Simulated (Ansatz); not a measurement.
**ZnO: a sweep of the PAW cutoff**

Aim: hold ZnO and all else fixed and vary the PAW cutoff, to see how far energy and properties move.

Program: Ansatz 0.2.0. Level of theory: DFT, PBE, PAW with Ansatz's default frozen-core files, scalar-relativistic. These are calculated values, not measurements.

### 1 Starting point

It takes space group Fm-3m (No. 225, cubic). Conventional cell: a = 4.280 Å, b = 4.280 Å, c = 4.280 Å, α = 90.00°, β = 90.00°, γ = 90.00°. Around Zn (site symmetry m-3m) lie 6 O at 2.14 Å. O (site symmetry m-3m) is surrounded by 6 Zn at 2.14 Å.

As a file:

```cif
data_structure
_symmetry_space_group_name_H-M 'Fm-3m'
_symmetry_Int_Tables_number 225
_cell_length_a 4.2800
_cell_length_b 4.2800
_cell_length_c 4.2800
_cell_angle_alpha 90.000
_cell_angle_beta 90.000
_cell_angle_gamma 90.000
_cell_volume 78.40
loop_
_atom_site_label
_atom_site_type_symbol
_atom_site_symmetry_multiplicity
_atom_site_Wyckoff_symbol
_atom_site_fract_x
_atom_site_fract_y
_atom_site_fract_z
_atom_site_occupancy
Zn1 Zn 4 a 0.00000 0.00000 0.00000 1
O1 O 4 b 0.50000 0.00000 0.00000 1
```

The file gives the conventional cell by its symmetry; the runs use the cell typed in the input.

The cell comes from a crystallographic database entry that wasn't checked; take it as a given geometry, which may be far from equilibrium.

Atoms are numbered in the order of the input: Zn1, O2.

### 2 With PAW files, cutoff 200 eV

input.yaml

```yaml
crystal:
  lattice:
    - [0.0, 2.14, 2.14]
    - [2.14, 0.0, 2.14]
    - [2.14, 2.14, 0.0]
  atoms:
    - { symbol: Zn, position: [0.0, 0.0, 0.0] }
    - { symbol: O, position: [0.5, 0.5, 0.5] }
kpoints:
  mp_grid: { grid: [11, 11, 11] }
scf:
  occupations: { method: fermi_dirac, width: 0.01 }
hamiltonian:
  xc: pbe
  pseudopotentials: { kind: paw }
output:
  forces: true
  stress: true
  eigenvalues: true
  efg: { contact_densities: true }
basis:
  ecutwfc: 200
```

The program printed, shortened:

```text
Warning: basis.ecutwfc = 200 eV is below the records' recommended 420 eV, and the density's cutoff is lower with it unless basis.ecutrho_ratio is high enough to keep the records' density cutoff: compare with a run at a higher cutoff
[...]
Pseudopotentials: kind: paw
Pseudopotential: Zn, paw, valence charge 12, recommended cutoff 420 eV (normal)
Pseudopotential: O, paw, valence charge 6, recommended cutoff 420 eV (normal)
Functional definition: PBE
[...]
Crystal: 2 atoms, lattice volume = 19.601 Å³
Basis set: ecut = 200 eV, 137 PW (Γ), exchange–correlation on 30×30×30 points (8 copies of the dense FFT grid, shifted against one another)
Bands: 13, of which v1, the nominal top of the filled ones, is band 9 counted from 1 (8 counted from 0)
Symmetry: 48 space group operations
Space group: Fm-3m (ITA 225), of the structure as read, at distance tolerance 2.7e-5 Å
k-points: 56 of 1331
[...]
SCF iter   1: F=—  HF=-3876.313624 eV  |F-HF|=—  |Δ(HF+E_count)|=         —  Δρ=1.56e-1  dr2=2.00e0  ethr=1.77e-3  ⟨swp⟩=3.6  Hψ=3277  notcnv=0
[...]
SCF iter   7: F=-3874.395977 eV  HF=-3874.395977 eV  |F-HF|=3.26e-9  |Δ(HF+E_count)|=   1.18e-7  Δρ=6.99e-6  dr2=4.75e-9  ethr=5.56e-10  ⟨swp⟩=2.1  Hψ=2318  notcnv=0
[...]
SCF converged after 7 iterations
Free energy (F): -3874.395977 eV
[...]
E sigma→0 (E₀):  -3874.395977 eV
Fermi energy:    9.941483 eV
[...]
--- Forces (eV/Å), atoms counted from 1 ---
  atom   1  Zn    -0.00000000     0.00000000    -0.00000000
  atom   2  O      0.00000000    -0.00000000    -0.00000000
[...]
--- Stress (GPa, compression-positive) ---
       17.271889      -0.000000      -0.000000
        0.000000      17.271889      -0.000000
       -0.000000       0.000000      17.271889
  P = ⅓ Tr σ = 17.2719 GPa (172.719 kbar)
--- PAW observables at the nuclei: V_zz in 10²¹ V/m², potentials from the cell's mean, atoms counted from 1 ---
  atom   1  Zn V_zz =    -0.000000   η = 0.0000   by run symmetry: forbidden
            electrostatic potential = -3935.701068 V   contact ρ = 166601.400576 e/Å³
  atom   2  O  V_zz =    +0.000000   η = 0.0000   by run symmetry: forbidden
            electrostatic potential = -619.914045 V   contact ρ = 2161.829657 e/Å³
--- Band table (eV; the first three rows and the last of 56) ---
  k-point 0: bands = ["-9.5710", "1.9681", "1.9681", "1.9681", "2.3159", "2.3159", "8.2482", "8.2482", "8.2482", "10.2815", "28.2262", "28.3301", "28.3301"]
[...]
```

Wall time 2.3 s (1 thread, shared host).

This run gives: pressure 17.27 GPa; gap on the k mesh 0.71 eV (an odd mesh misses the zone boundary).

### 3 With PAW files, cutoff 300 eV

Edit input.yaml of step 2 so:

```diff
@@ -21,2 +21,2 @@
 basis:
-  ecutwfc: 200
+  ecutwfc: 300
```

The program printed, shortened:

```text
Warning: basis.ecutwfc = 300 eV is below the records' recommended 420 eV, and the density's cutoff is lower with it unless basis.ecutrho_ratio is high enough to keep the records' density cutoff: compare with a run at a higher cutoff
[...]
[... 4 set-up lines as earlier in the session ...]
[...]
Crystal: 2 atoms, lattice volume = 19.601 Å³
Basis set: ecut = 300 eV, 259 PW (Γ), exchange–correlation on 36×36×36 points (8 copies of the dense FFT grid, shifted against one another)
Bands: 13, of which v1, the nominal top of the filled ones, is band 9 counted from 1 (8 counted from 0)
[... 2 set-up lines as earlier in the session ...]
k-points: 56 of 1331
[...]
SCF converged after 6 iterations
Free energy (F): -3885.966580 eV
[...]
E sigma→0 (E₀):  -3885.966580 eV
Fermi energy:    10.445429 eV
[...]
--- Forces (eV/Å), atoms counted from 1 ---
  atom   1  Zn    -0.00000000     0.00000000    -0.00000000
  atom   2  O      0.00000000    -0.00000000     0.00000000
[...]
--- Stress (GPa, compression-positive) ---
        4.639877       0.000000       0.000000
        0.000000       4.639877       0.000000
        0.000000       0.000000       4.639877
  P = ⅓ Tr σ = 4.6399 GPa (46.399 kbar)
--- PAW observables at the nuclei: V_zz in 10²¹ V/m², potentials from the cell's mean, atoms counted from 1 ---
  atom   1  Zn V_zz =    +0.000000   η = 0.0000   by run symmetry: forbidden
            electrostatic potential = -3947.294855 V   contact ρ = 166585.085823 e/Å³
  atom   2  O  V_zz =    +0.000000   η = 0.0000   by run symmetry: forbidden
            electrostatic potential = -626.240898 V   contact ρ = 2158.566509 e/Å³
--- Band table (eV; the first three rows and the last of 56) ---
  k-point 0: bands = ["-8.6078", "5.0128", "5.0128", "5.0128", "5.2229", "5.2229", "8.6238", "8.6238", "8.6238", "10.8910", "27.9880", "27.9880", "27.9880"]
[...]
```

Wall time 2.2 s (1 thread, shared host).

Read from it: pressure 4.64 GPa; gap on the k mesh 0.93 eV (an odd mesh misses the zone boundary).

### 4 With PAW files, cutoff 350 eV

Edit input.yaml of step 3 so:

```diff
@@ -21,2 +21,2 @@
 basis:
-  ecutwfc: 300
+  ecutwfc: 350
```

The program printed, shortened:

```text
Warning: basis.ecutwfc = 350 eV is below the records' recommended 420 eV, and the density's cutoff is lower with it unless basis.ecutrho_ratio is high enough to keep the records' density cutoff: compare with a run at a higher cutoff
[...]
[... 4 set-up lines as earlier in the session ...]
[...]
Crystal: 2 atoms, lattice volume = 19.601 Å³
Basis set: ecut = 350 eV, 283 PW (Γ), exchange–correlation on 40×40×40 points (8 copies of the dense FFT grid, shifted against one another)
Bands: 13, of which v1, the nominal top of the filled ones, is band 9 counted from 1 (8 counted from 0)
[... 2 set-up lines as earlier in the session ...]
k-points: 56 of 1331
[...]
SCF converged after 6 iterations
Free energy (F): -3886.419131 eV
[...]
E sigma→0 (E₀):  -3886.419131 eV
Fermi energy:    10.499259 eV
[...]
--- Forces (eV/Å), atoms counted from 1 ---
  atom   1  Zn    -0.00000000    -0.00000000    -0.00000000
  atom   2  O      0.00000000    -0.00000000    -0.00000000
[...]
--- Stress (GPa, compression-positive) ---
        6.550838      -0.000000      -0.000000
        0.000000       6.550838      -0.000000
        0.000000      -0.000000       6.550838
  P = ⅓ Tr σ = 6.5508 GPa (65.508 kbar)
--- PAW observables at the nuclei: V_zz in 10²¹ V/m², potentials from the cell's mean, atoms counted from 1 ---
  atom   1  Zn V_zz =    +0.000000   η = 0.0000   by run symmetry: forbidden
            electrostatic potential = -3947.909021 V   contact ρ = 166585.198133 e/Å³
  atom   2  O  V_zz =    -0.000000   η = 0.0000   by run symmetry: forbidden
            electrostatic potential = -626.948389 V   contact ρ = 2158.425617 e/Å³
--- Band table (eV; the first three rows and the last of 56) ---
  k-point 0: bands = ["-8.5436", "5.1482", "5.1482", "5.1482", "5.3601", "5.3601", "8.6774", "8.6774", "8.6774", "10.9373", "28.0005", "28.0005", "28.0005"]
[...]
```

It took 2.3 s on 1 thread, shared host.

Result: pressure 6.55 GPa; gap on the k mesh 0.91 eV (an odd mesh misses the zone boundary).

### 5 With PAW files, cutoff 500 eV

Edit input.yaml of step 4 so:

```diff
@@ -21,2 +21,2 @@
 basis:
-  ecutwfc: 350
+  ecutwfc: 500
```

The program printed, shortened:

```text
[...]
[... 4 set-up lines as earlier in the session ...]
[...]
Crystal: 2 atoms, lattice volume = 19.601 Å³
Basis set: ecut = 500 eV, 531 PW (Γ), exchange–correlation on 48×48×48 points (8 copies of the dense FFT grid, shifted against one another)
Bands: 13, of which v1, the nominal top of the filled ones, is band 9 counted from 1 (8 counted from 0)
[... 2 set-up lines as earlier in the session ...]
k-points: 56 of 1331
[...]
SCF iter   1: F=—  HF=-3886.537121 eV  |F-HF|=—  |Δ(HF+E_count)|=         —  Δρ=2.39e-3  dr2=4.41e-4  ethr=1.77e-3  ⟨swp⟩=5.1  Hψ=4118  notcnv=0
[...]
Fermi energy:    10.499141 eV
[...]
--- Forces (eV/Å), atoms counted from 1 ---
  atom   1  Zn    -0.00000000     0.00000000    -0.00000000
  atom   2  O      0.00000000    -0.00000000     0.00000000
[...]
--- Stress (GPa, compression-positive) ---
        6.142272       0.000000       0.000000
        0.000000       6.142272      -0.000000
       -0.000000       0.000000       6.142272
  P = ⅓ Tr σ = 6.1423 GPa (61.423 kbar)
--- PAW observables at the nuclei: V_zz in 10²¹ V/m², potentials from the cell's mean, atoms counted from 1 ---
  atom   1  Zn V_zz =    +0.000000   η = 0.0000   by run symmetry: forbidden
            electrostatic potential = -3947.921276 V   contact ρ = 166585.078435 e/Å³
  atom   2  O  V_zz =    +0.000000   η = 0.0000   by run symmetry: forbidden
            electrostatic potential = -627.247148 V   contact ρ = 2158.345816 e/Å³
--- Band table (eV; the first three rows and the last of 56) ---
  k-point 0: bands = ["-8.5311", "5.1472", "5.1472", "5.1472", "5.3596", "5.3596", "8.6704", "8.6704", "8.6704", "10.9500", "27.9503", "27.9503", "27.9503"]
[...]
```

Wall time 2.8 s (1 thread, shared host).

Result: pressure 6.14 GPa; gap on the k mesh 0.94 eV (an odd mesh misses the zone boundary).

### 6 With PAW files, cutoff 800 eV

Edit input.yaml of step 5 so:

```diff
@@ -21,2 +21,2 @@
 basis:
-  ecutwfc: 500
+  ecutwfc: 800
```

The program printed, shortened:

```text
[...]
[... 4 set-up lines as earlier in the session ...]
[...]
Crystal: 2 atoms, lattice volume = 19.601 Å³
Basis set: ecut = 800 eV, 965 PW (Γ), exchange–correlation on 60×60×60 points (8 copies of the dense FFT grid, shifted against one another)
Bands: 13, of which v1, the nominal top of the filled ones, is band 9 counted from 1 (8 counted from 0)
[... 2 set-up lines as earlier in the session ...]
k-points: 56 of 1331
[...]
SCF iter   1: F=—  HF=-3886.539469 eV  |F-HF|=—  |Δ(HF+E_count)|=         —  Δρ=2.40e-3  dr2=4.98e-4  ethr=1.77e-3  ⟨swp⟩=5.2  Hψ=5036  notcnv=0
[...]
Fermi energy:    10.498389 eV
[...]
--- Forces (eV/Å), atoms counted from 1 ---
  atom   1  Zn    -0.00000000     0.00000000     0.00000000
  atom   2  O      0.00000000    -0.00000000    -0.00000000
[...]
--- Stress (GPa, compression-positive) ---
        6.122465       0.000000      -0.000000
        0.000000       6.122465       0.000000
        0.000000       0.000000       6.122465
  P = ⅓ Tr σ = 6.1225 GPa (61.225 kbar)
--- PAW observables at the nuclei: V_zz in 10²¹ V/m², potentials from the cell's mean, atoms counted from 1 ---
  atom   1  Zn V_zz =    -0.000000   η = 0.0000   by run symmetry: forbidden
            electrostatic potential = -3947.917402 V   contact ρ = 166585.077125 e/Å³
  atom   2  O  V_zz =    +0.000000   η = 0.0000   by run symmetry: forbidden
            electrostatic potential = -627.237023 V   contact ρ = 2158.342687 e/Å³
--- Band table (eV; the first three rows and the last of 56) ---
  k-point 0: bands = ["-8.5316", "5.1463", "5.1463", "5.1463", "5.3586", "5.3586", "8.6698", "8.6698", "8.6698", "10.9493", "27.9489", "27.9489", "27.9489"]
[...]
```

Wall time 3.7 s (1 thread, shared host).

This run gives: pressure 6.12 GPa; gap on the k mesh 0.94 eV (an odd mesh misses the zone boundary).

### 7 The sweep in one table

```
cutoff (eV)  energy from the last row (meV/atom)  pressure (GPa)  gap on the k mesh (eV)  SCF cycles, all passes   time
        200                              6071.72           17.27                    0.71                       7  2.3 s
        300                               286.42            4.64                    0.93                       6  2.2 s
        350                                60.14            6.55                    0.91                       6  2.3 s
        500                                 0.81            6.14                    0.94                       6  2.8 s
        800                                 0.00            6.12                    0.94                       6  3.7 s
```

Energies are those extrapolated to zero smearing.

### 8 Summary of results

| quantity | value |
| --- | --- |
| energy error of the loosest run (PAW) | 6071.7 meV/atom |
| within 1 meV/atom from | cutoff 500 eV |
| pressure, lowest to highest (PAW) | 4.64 to 17.27 GPa |
| gap, lowest to highest (PAW) | 0.71 to 0.94 eV |

What this shows: At the loosest setting in the table the energy misses the tightest run by 6071.7 meV/atom; from cutoff 500 eV on, all lie within 1 meV/atom of it. The energy falls at every step, as a growing basis should make it. The pressure spans 12.63 GPa (PAW).

These are semilocal Kohn-Sham gaps, which aren't the measured quantity. Such gaps usually fall short of the measured ones.
